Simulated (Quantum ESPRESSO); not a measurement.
# TaN (Fm-3m) in Quantum ESPRESSO: a series of runs, part 2 of 5

Quantum ESPRESSO 7.5.

### 3 Phonons and electron-phonon coupling, PBE

Input file pw.in:

```
&CONTROL
  calculation = 'scf'
  prefix = 'pwscf'
  outdir = './tmp'
  pseudo_dir = './pseudo'
  tprnfor = .true.
  tstress = .true.
  disk_io = 'low'
/
&SYSTEM
  ibrav = 0
  nat = 2
  ntyp = 2
  ecutwfc = 56
  ecutrho = 448
  nbnd = 15
  occupations = 'smearing'
  smearing = 'mp'
  degauss = 0.01999163
/
&ELECTRONS
  conv_thr = 4d-10
  electron_maxstep = 120
  mixing_beta = 0.5
/
ATOMIC_SPECIES
Ta   180.9479 ta_pbe_v1.uspp.F.UPF
N     14.0070 n_pbe_v1.2.uspp.F.UPF
CELL_PARAMETERS angstrom
   0.0000000000    2.2113230000    2.2113230000
   2.2113230000    0.0000000000    2.2113230000
   2.2113230000    2.2113230000    0.0000000000
ATOMIC_POSITIONS crystal
Ta     0.5000000000    0.5000000000    0.5000000000
N      0.0000000000    0.0000000000    0.0000000000
K_POINTS automatic
9 9 9 0 0 0
```

Input file relax.in:

```
&CONTROL
  calculation = 'vc-relax'
  prefix = 'pwscf'
  outdir = './tmp'
  pseudo_dir = './pseudo'
  tprnfor = .true.
  tstress = .true.
  disk_io = 'low'
  nstep = 40
  forc_conv_thr = 0.0001
  etot_conv_thr = 1d-06
/
&SYSTEM
  ibrav = 0
  nat = 2
  ntyp = 2
  ecutwfc = 56
  ecutrho = 448
  nbnd = 15
  occupations = 'smearing'
  smearing = 'mp'
  degauss = 0.01999163
/
&ELECTRONS
  conv_thr = 4d-10
  electron_maxstep = 120
  mixing_beta = 0.5
/
&IONS
  ion_dynamics = 'bfgs'
/
&CELL
  cell_dynamics = 'bfgs'
  press = 0
  press_conv_thr = 0.2
/
ATOMIC_SPECIES
Ta   180.9479 ta_pbe_v1.uspp.F.UPF
N     14.0070 n_pbe_v1.2.uspp.F.UPF
CELL_PARAMETERS angstrom
   0.0000000000    2.2113230000    2.2113230000
   2.2113230000    0.0000000000    2.2113230000
   2.2113230000    2.2113230000    0.0000000000
ATOMIC_POSITIONS crystal
Ta     0.5000000000    0.5000000000    0.5000000000
N      0.0000000000    0.0000000000    0.0000000000
K_POINTS automatic
9 9 9 0 0 0
```

Input file scf2.in:

```
&CONTROL
  calculation = 'scf'
  prefix = 'pwscf'
  outdir = './tmp'
  pseudo_dir = './pseudo'
  tprnfor = .true.
  tstress = .true.
  disk_io = 'low'
/
&SYSTEM
  ibrav = 0
  nat = 2
  ntyp = 2
  ecutwfc = 56
  ecutrho = 448
  nbnd = 15
  occupations = 'smearing'
  smearing = 'mp'
  degauss = 0.01999163
/
&ELECTRONS
  conv_thr = 1d-13
  electron_maxstep = 120
  mixing_beta = 0.5
  startingpot = 'file'
  startingwfc = 'file'
/
ATOMIC_SPECIES
Ta   180.9479 ta_pbe_v1.uspp.F.UPF
N     14.0070 n_pbe_v1.2.uspp.F.UPF
CELL_PARAMETERS angstrom
   0.0000000000    2.2083244313    2.2083244313
   2.2083244313    0.0000000000    2.2083244313
   2.2083244313    2.2083244313    0.0000000000
ATOMIC_POSITIONS crystal
Ta     0.5000000000    0.5000000000    0.5000000000
N      0.0000000000    0.0000000000    0.0000000000
K_POINTS automatic
9 9 9 0 0 0
```

Input file dense.in:

```
&CONTROL
  calculation = 'scf'
  prefix = 'pwscf'
  outdir = './tmp'
  pseudo_dir = './pseudo'
  tprnfor = .true.
  tstress = .true.
  disk_io = 'low'
/
&SYSTEM
  ibrav = 0
  nat = 2
  ntyp = 2
  ecutwfc = 56
  ecutrho = 448
  nbnd = 15
  occupations = 'smearing'
  smearing = 'mp'
  degauss = 0.01999163
  la2F = .true.
/
&ELECTRONS
  conv_thr = 1d-12
  electron_maxstep = 120
  mixing_beta = 0.5
  startingpot = 'file'
/
ATOMIC_SPECIES
Ta   180.9479 ta_pbe_v1.uspp.F.UPF
N     14.0070 n_pbe_v1.2.uspp.F.UPF
CELL_PARAMETERS angstrom
   0.0000000000    2.2083244313    2.2083244313
   2.2083244313    0.0000000000    2.2083244313
   2.2083244313    2.2083244313    0.0000000000
ATOMIC_POSITIONS crystal
Ta     0.5000000000    0.5000000000    0.5000000000
N      0.0000000000    0.0000000000    0.0000000000
K_POINTS automatic
27 27 27 0 0 0
```

Input file scf3.in:

```
&CONTROL
  calculation = 'scf'
  prefix = 'pwscf'
  outdir = './tmp'
  pseudo_dir = './pseudo'
  tprnfor = .true.
  tstress = .true.
  disk_io = 'low'
/
&SYSTEM
  ibrav = 0
  nat = 2
  ntyp = 2
  ecutwfc = 56
  ecutrho = 448
  nbnd = 15
  occupations = 'smearing'
  smearing = 'mp'
  degauss = 0.01999163
/
&ELECTRONS
  conv_thr = 1d-12
  electron_maxstep = 120
  mixing_beta = 0.5
  startingpot = 'file'
/
ATOMIC_SPECIES
Ta   180.9479 ta_pbe_v1.uspp.F.UPF
N     14.0070 n_pbe_v1.2.uspp.F.UPF
CELL_PARAMETERS angstrom
   0.0000000000    2.2083244313    2.2083244313
   2.2083244313    0.0000000000    2.2083244313
   2.2083244313    2.2083244313    0.0000000000
ATOMIC_POSITIONS crystal
Ta     0.5000000000    0.5000000000    0.5000000000
N      0.0000000000    0.0000000000    0.0000000000
K_POINTS automatic
9 9 9 0 0 0
```

Input file ph.in:

```
phonon_bands of TaN
&INPUTPH
  prefix = 'pwscf'
  outdir = './tmp'
  tr2_ph = 1d-18
  fildyn = 'dyn'
  niter_ph = 90
  alpha_mix(1) = 0.4
  ldisp = .true.
  nq1 = 3
  nq2 = 3
  nq3 = 3
  electron_phonon = 'interpolated'
  el_ph_sigma = 0.005
  el_ph_nsigma = 10
  fildvscf = 'dvscf'
/
```

Input file q2r.in:

```
&INPUT
  fildyn = 'dyn'
  zasr = 'crystal'
  flfrc = 'fc'
  la2F = .true.
/
```

Input file matdyn.in:

```
&INPUT
  asr = 'crystal'
  flfrc = 'fc'
  flfrq = 'freq'
  q_in_cryst_coord = .true.
  flvec = ' '
/
80
 0.0000000000  0.0000000000  0.0000000000
 0.0454545455  0.0000000000  0.0454545455
 0.0909090909  0.0000000000  0.0909090909
 0.1363636364  0.0000000000  0.1363636364
 0.1818181818  0.0000000000  0.1818181818
 0.2272727273  0.0000000000  0.2272727273
 0.2727272727  0.0000000000  0.2727272727
 0.3181818182  0.0000000000  0.3181818182
 0.3636363636  0.0000000000  0.3636363636
 0.4090909091  0.0000000000  0.4090909091
 0.4545454545  0.0000000000  0.4545454545
 0.5000000000  0.0000000000  0.5000000000
 0.5000000000  0.0500000000  0.5500000000
 0.5000000000  0.1000000000  0.6000000000
 0.5000000000  0.1500000000  0.6500000000
 0.5000000000  0.2000000000  0.7000000000
 0.5000000000  0.2500000000  0.7500000000
 0.4687500000  0.2812500000  0.7500000000
 0.4375000000  0.3125000000  0.7500000000
 0.4062500000  0.3437500000  0.7500000000
 0.3750000000  0.3750000000  0.7500000000
 0.3461538462  0.3461538462  0.6923076923
 0.3173076923  0.3173076923  0.6346153846
 0.2884615385  0.2884615385  0.5769230769
 0.2596153846  0.2596153846  0.5192307692
 0.2307692308  0.2307692308  0.4615384615
 0.2019230769  0.2019230769  0.4038461538
 0.1730769231  0.1730769231  0.3461538462
 0.1442307692  0.1442307692  0.2884615385
 0.1153846154  0.1153846154  0.2307692308
 0.0865384615  0.0865384615  0.1730769231
 0.0576923077  0.0576923077  0.1153846154
 0.0288461538  0.0288461538  0.0576923077
 0.0000000000  0.0000000000  0.0000000000
 0.0454545455  0.0454545455  0.0454545455
 0.0909090909  0.0909090909  0.0909090909
 0.1363636364  0.1363636364  0.1363636364
 0.1818181818  0.1818181818  0.1818181818
 0.2272727273  0.2272727273  0.2272727273
 0.2727272727  0.2727272727  0.2727272727
 0.3181818182  0.3181818182  0.3181818182
 0.3636363636  0.3636363636  0.3636363636
 0.4090909091  0.4090909091  0.4090909091
 0.4545454545  0.4545454545  0.4545454545
 0.5000000000  0.5000000000  0.5000000000
 0.5178571429  0.4642857143  0.5178571429
 0.5357142857  0.4285714286  0.5357142857
 0.5535714286  0.3928571429  0.5535714286
 0.5714285714  0.3571428571  0.5714285714
 0.5892857143  0.3214285714  0.5892857143
 0.6071428571  0.2857142857  0.6071428571
 0.6250000000  0.2500000000  0.6250000000
 0.5937500000  0.2500000000  0.6562500000
 0.5625000000  0.2500000000  0.6875000000
 0.5312500000  0.2500000000  0.7187500000
 0.5000000000  0.2500000000  0.7500000000
 0.5000000000  0.2750000000  0.7250000000
 0.5000000000  0.3000000000  0.7000000000
 0.5000000000  0.3250000000  0.6750000000
 0.5000000000  0.3500000000  0.6500000000
 0.5000000000  0.3750000000  0.6250000000
 0.5000000000  0.4000000000  0.6000000000
 0.5000000000  0.4250000000  0.5750000000
 0.5000000000  0.4500000000  0.5500000000
 0.5000000000  0.4750000000  0.5250000000
 0.5000000000  0.5000000000  0.5000000000
 0.4861111111  0.4861111111  0.5277777778
 0.4722222222  0.4722222222  0.5555555556
 0.4583333333  0.4583333333  0.5833333333
 0.4444444444  0.4444444444  0.6111111111
 0.4305555556  0.4305555556  0.6388888889
 0.4166666667  0.4166666667  0.6666666667
 0.4027777778  0.4027777778  0.6944444444
 0.3888888889  0.3888888889  0.7222222222
 0.3750000000  0.3750000000  0.7500000000
 0.6250000000  0.2500000000  0.6250000000
 0.5937500000  0.1875000000  0.5937500000
 0.5625000000  0.1250000000  0.5625000000
 0.5312500000  0.0625000000  0.5312500000
 0.5000000000  0.0000000000  0.5000000000
```

Input file matdyn_dos.in:

```
&INPUT
  asr = 'crystal'
  flfrc = 'fc'
  dos = .true.
  fldos = 'phdos'
  nk1 = 13
  nk2 = 13
  nk3 = 13
  deltaE = 1
  flvec = ' '
  flfrq = ' '
/
```

Input file matdyn_a2f.in:

```
&INPUT
  asr = 'crystal'
  flfrc = 'fc'
  la2F = .true.
  dos = .true.
  fldos = 'dos2'
  nk1 = 11
  nk2 = 11
  nk3 = 11
  ndos = 60
  el_ph_nsigma = 10
  flfrq = 'dosfreq2'
  flvec = ' '
/
```

Input file matdyn_mesh.in:

```
&INPUT
  asr = 'crystal'
  flfrc = 'fc'
  flfrq = 'mesh'
  q_in_cryst_coord = .true.
  flvec = ' '
/
1000
 0.05000000  0.05000000  0.05000000
 0.05000000  0.05000000  0.15000000
 0.05000000  0.05000000  0.25000000
[... 997 further points of the even 10 x 10 x 10 mesh, shifted by half a step ...]
```

Potentials or basis: GBRV 1.5 PBE.

Command:

```
$ OMP_NUM_THREADS=1 mpirun -n 4 pw.x -nk 4 -in pw.in > pw.out
$ OMP_NUM_THREADS=1 mpirun -n 4 pw.x -nk 4 -in relax.in > relax.out
$ OMP_NUM_THREADS=1 mpirun -n 4 pw.x -nk 4 -in scf2.in > scf2.out
$ OMP_NUM_THREADS=1 mpirun -n 4 pw.x -nk 4 -in dense.in > dense.out
$ OMP_NUM_THREADS=1 mpirun -n 4 pw.x -nk 4 -in scf3.in > scf3.out
$ OMP_NUM_THREADS=1 mpirun -n 4 ph.x -nk 4 -in ph.in > ph.out
$ OMP_NUM_THREADS=1 mpirun -n 1 q2r.x -in q2r.in > q2r.out
$ OMP_NUM_THREADS=1 mpirun -n 1 matdyn.x -in matdyn.in > matdyn.out
$ OMP_NUM_THREADS=1 mpirun -n 1 matdyn.x -in matdyn_dos.in > matdyn_dos.out
$ OMP_NUM_THREADS=1 mpirun -n 1 matdyn.x -in matdyn_a2f.in > matdyn_a2f.out
$ OMP_NUM_THREADS=1 mpirun -n 1 matdyn.x -in matdyn_mesh.in > matdyn_mesh.out
```

pw.out:

```text
This program is part of the open-source Quantum ESPRESSO suite
     for quantum simulation of materials; please cite
[... 6 lines left out ...]
     using ibrav=0 with symmetry is DISCOURAGED, use correct ibrav instead

     K-points division:     npool     =       4
     Subspace diagonalization in iterative solution of the eigenvalue problem:
     a serial algorithm will be used

     G-vector sticks info
     --------------------
     sticks:   dense  smooth     PW     G-vecs:    dense   smooth      PW
     Sum        1069     547    163                23409     8363    1459

     Using Slab Decomposition

     bravais-lattice index     =            0
     lattice parameter (alat)  =       5.9097  a.u.
     unit-cell volume          =     145.9430 (a.u.)^3
     number of atoms/cell      =            2
     number of atomic types    =            2
     number of electrons       =        18.00
     number of Kohn-Sham states=           15
     kinetic-energy cutoff     =      56.0000  Ry
     charge density cutoff     =     448.0000  Ry
     scf convergence threshold =      4.0E-10
     mixing beta               =       0.5000
     number of iterations used =            8  plain     mixing
     Exchange-correlation= SLA  PW   PBE  PBE
                           (   1   4   3   4   0   0   0)

     celldm(1)=   5.909708  celldm(2)=   0.000000  celldm(3)=   0.000000
     celldm(4)=   0.000000  celldm(5)=   0.000000  celldm(6)=   0.000000

     crystal axes: (cart. coord. in units of alat)
               a(1) = (   0.000000   0.707107   0.707107 )
               a(2) = (   0.707107   0.000000   0.707107 )
               a(3) = (   0.707107   0.707107   0.000000 )

     reciprocal axes: (cart. coord. in units 2 pi/alat)
               b(1) = ( -0.707107  0.707107  0.707107 )
               b(2) = (  0.707107 -0.707107  0.707107 )
               b(3) = (  0.707107  0.707107 -0.707107 )

     PseudoPot. # 1 for Ta read from file:
     ta_pbe_v1.uspp.F.UPF
     Pseudo is Ultrasoft + core correction, Zval = 13.0
     Generated by new atomic code, or converted to UPF format
     Using radial grid of  921 points,  7 beta functions with:
                l(1) =   0
                l(2) =   0
                l(3) =   1
                l(4) =   1
                l(5) =   2
                l(6) =   2
                l(7) =   3
     Q(r) pseudized with  6 coefficients,  rinner =    1.300   1.300   1.300
                                                       1.300   1.300   1.300
                                                       1.300

     PseudoPot. # 2 for N  read from file:
     n_pbe_v1.2.uspp.F.UPF
     Pseudo is Ultrasoft + core correction, Zval =  5.0
     Generated by new atomic code, or converted to UPF format
     Using radial grid of  729 points,  4 beta functions with:
                l(1) =   0
                l(2) =   0
                l(3) =   1
                l(4) =   1
     Q(r) pseudized with  8 coefficients,  rinner =    0.900   0.900   0.900

     atomic species   valence    mass     pseudopotential
     Ta               13.00   180.94790     Ta( 1.00)
     N                 5.00    14.00700     N ( 1.00)

     48 Sym. Ops., with inversion, found

   Cartesian axes

     site n.     atom                  positions (alat units)
         1        Ta     tau(   1) = (   0.7071068   0.7071068   0.7071068  )
         2        N      tau(   2) = (   0.0000000   0.0000000   0.0000000  )

     number of k points=    35  Methfessel-Paxton smearing, width (Ry)=  0.0200
                       cart. coord. in units 2pi/alat
        k(    1) = (   0.0000000   0.0000000   0.0000000), wk =   0.0027435
        k(    2) = (   0.0785674   0.0785674  -0.0785674), wk =   0.0219479
        k(    3) = (   0.1571348   0.1571348  -0.1571348), wk =   0.0219479
        k(    4) = (   0.2357023   0.2357023  -0.2357023), wk =   0.0219479
        k(    5) = (   0.3142697   0.3142697  -0.3142697), wk =   0.0219479
        k(    6) = (   0.1571348   0.0000000  -0.0000000), wk =   0.0164609
[... 27 lines left out ...]
        k(   34) = (  -0.0000000  -0.4714045   0.6285394), wk =   0.0658436
        k(   35) = (  -0.0785674  -0.3928371   0.7071068), wk =   0.0658436

     Dense  grid:    23409 G-vectors     FFT dimensions: (  40,  40,  40)

     Smooth grid:     8363 G-vectors     FFT dimensions: (  30,  30,  30)

     Initial potential from superposition of free atoms

     starting charge      17.9989, renormalised to      18.0000

     negative rho (up, down):  9.455E-02 0.000E+00
     Starting wfcs are   17 randomized atomic wfcs

     Self-consistent Calculation

     iteration #  1     ecut=    56.00 Ry     beta= 0.50
     Davidson diagonalization with overlap
     ethr =  1.00E-02,  avg # of iterations =  2.9

     negative rho (up, down):  9.695E-02 0.000E+00
[... 85 lines left out ...]
     iteration # 11     ecut=    56.00 Ry     beta= 0.50
     Davidson diagonalization with overlap
     ethr =  3.35E-12,  avg # of iterations =  1.0

     negative rho (up, down):  1.002E-01 0.000E+00

     End of self-consistent calculation

          k = 0.0000 0.0000 0.0000 (  1037 PWs)   bands (ev):

   -48.2539 -14.4782 -14.4782 -14.4782   2.5999  17.5062  17.5062  17.5062
    19.2569  19.2569  19.2569  21.3799  21.3799  22.6956  30.4628

          k = 0.0786 0.0786-0.0786 (  1007 PWs)   bands (ev):
[... 146 lines left out ...]
   -48.1897 -15.0643 -14.8800 -14.6654   4.7111  12.9413  14.4697  14.6165
    20.8737  21.9174  24.1169  25.6506  26.9642  30.8482  31.2704

          k = 0.0000-0.3143 0.4714 (  1034 PWs)   bands (ev):

   -48.1954 -15.0564 -14.8379 -14.6179   4.7555  12.6129  14.3876  14.6687
    20.8053  22.5524  23.5395  24.5381  27.9158  29.9434  31.6068

          k =-0.0786-0.5500 0.7071 (  1039 PWs)   bands (ev):
[... 11 lines left out ...]
   -48.1866 -15.0090 -14.9095 -14.7399   4.5040  13.7018  14.6160  14.6256
    20.5333  21.7843  24.6636  25.1144  26.1918  30.7865  32.1789

     the Fermi energy is    21.1876 ev

!    total energy              =    -162.14827954 Ry
     estimated scf accuracy    <          3.1E-11 Ry
     smearing contrib. (-TS)   =      -0.00015313 Ry
     internal energy E=F+TS    =    -162.14812641 Ry

     The total energy is F=E-TS. E is the sum of the following terms:
     one-electron contribution =      -5.80254079 Ry
     hartree contribution      =      14.80554654 Ry
     xc contribution           =     -47.77482916 Ry
     ewald contribution        =    -123.37630299 Ry

     convergence has been achieved in  11 iterations

     negative rho (up, down):  1.002E-01 0.000E+00

     Forces acting on atoms (cartesian axes, Ry/au):

     atom    1 type  1   force =    -0.00000000   -0.00000000    0.00000000
     atom    2 type  2   force =     0.00000000    0.00000000    0.00000000

     Total force =     0.000000     Total SCF correction =     0.000000

     Computing stress (Cartesian axis) and pressure

     negative rho (up, down):  1.002E-01 0.000E+00
          total   stress  (Ry/bohr**3)                   (kbar)     P=      -13.34
  -0.00009069  -0.00000000  -0.00000000          -13.34       -0.00       -0.00
  -0.00000000  -0.00009069  -0.00000000           -0.00      -13.34       -0.00
  -0.00000000  -0.00000000  -0.00009069           -0.00       -0.00      -13.34

=------------------------------------------------------------------------------=
   JOB DONE.
=------------------------------------------------------------------------------=
```

Wall time 12 min (4 MPI ranks of AMD EPYC 7R43 (Zen 3), shared host); peak memory 0.48 GiB.

What came out:

```
Free energy                            : -2206.1400 eV
Relaxed volume                         : 10.77 Å³/atom
Relaxed cell                           : a = 3.123 Å, b = 3.123 Å, c = 3.123 Å, α = 60.00°, β = 60.00°, γ = 60.00°
Space group after relaxing (to 0.05 Å) : Fm-3m (No. 225)
Pressure after relaxing                : 0.0 GPa
Band gap on the k mesh                 : none (metal or under the smearing width)
Highest phonon frequency               : 593 cm⁻¹
Most unstable mode                     : 168i cm⁻¹
```

The path:
```
step  energy change (eV)  largest force (eV/Å)  pressure (GPa)  volume (Å³)
   1              0.0000                0.0000           -1.33        21.63
   2             -0.0002                0.0000            0.92        21.48
   3             -0.0004                0.0000           -0.01        21.54
   4             -0.0004                0.0000            0.00        21.54
```

Final structure:
```
Ta N
1.0
     0.00000    2.20832    2.20832
     2.20832    0.00000    2.20832
     2.20832    2.20832    0.00000
Ta N
1 1
Direct
  0.50000 0.50000 0.50000
  0.00000 0.00000 0.00000
```

Levels at points of the mesh, in eV from the Fermi level:
| k point | band 6 | band 7 | band 8 | band 9 | band 10 | band 11 | band 12 | band 13 |
| --- | --- | --- | --- | --- | --- | --- | --- | --- |
| (0.00, 0.00, 0.00) | -3.69 | -3.69 | -3.69 | -1.94 | -1.94 | -1.94 | 0.19 | 0.19 |

Phonon frequencies in cm⁻¹ (negative: imaginary):
| q point | frequencies |
| --- | --- |
| (0.000, 0.000, 0.000) | 0 0 0 404 404 404 |
| (0.318, 0.000, 0.318) | 43 43 83 444 444 561 |
| (0.500, 0.150, 0.650) | -164 -103 108 430 442 551 |
| (0.346, 0.346, 0.692) | -156 66 102 413 533 535 |
| (0.144, 0.144, 0.288) | -79 95 108 417 513 521 |
| (0.091, 0.091, 0.091) | 27 39 39 421 422 422 |
| (0.409, 0.409, 0.409) | 97 97 139 531 549 549 |
| (0.589, 0.321, 0.589) | -119 72 108 439 533 537 |
| (0.500, 0.275, 0.725) | -145 -145 124 427 428 592 |
| (0.500, 0.450, 0.550) | 89 95 144 528 544 556 |
| (0.431, 0.431, 0.639) | -66 81 121 468 538 545 |
| (0.562, 0.125, 0.562) | -167 48 53 441 480 481 |

Phonon frequencies at the corners of the path (cm⁻¹, interpolated; i marks imaginary ones):
```csv
point,frequencies
Γ,0 0 0 404 404 404
X,168i 44 44 450 466 466
W,150i 150i 124 425 425 593
K,161i 59 84 421 516 516
L,99 99 150 535 556 556
U,161i 59 84 421 516 516
```

Phonon states per cell in windows of 50 cm⁻¹ (negative: imaginary):
```
from (cm⁻¹)  total    Ta     N
       -200   0.05  0.05  0.01
       -150   0.32  0.28  0.04
       -100   0.33  0.29  0.03
        -50   0.33  0.31  0.02
          0   0.34  0.32  0.02
         50   0.82  0.81  0.02
        100   0.80  0.79  0.01
        150   0.00  0.00  0.00
        200   0.00  0.00  0.00
        250   0.00  0.00  0.00
        300   0.00  0.00  0.00
        350   0.00  0.00  0.00
        400   0.66  0.08  0.59
        450   0.83  0.06  0.78
        500   0.84  0.02  0.82
        550   0.67  0.00  0.66
```

Caveat: the mesh is thin for the phonons of a metal; some modes are imaginary; λ from interpolated matrix elements is rough: modes that symmetry makes equal can differ by tens of percent. Spin-orbit coupling is left out, which matters for the levels of Ta.

(Continued in part 3 of 5.)
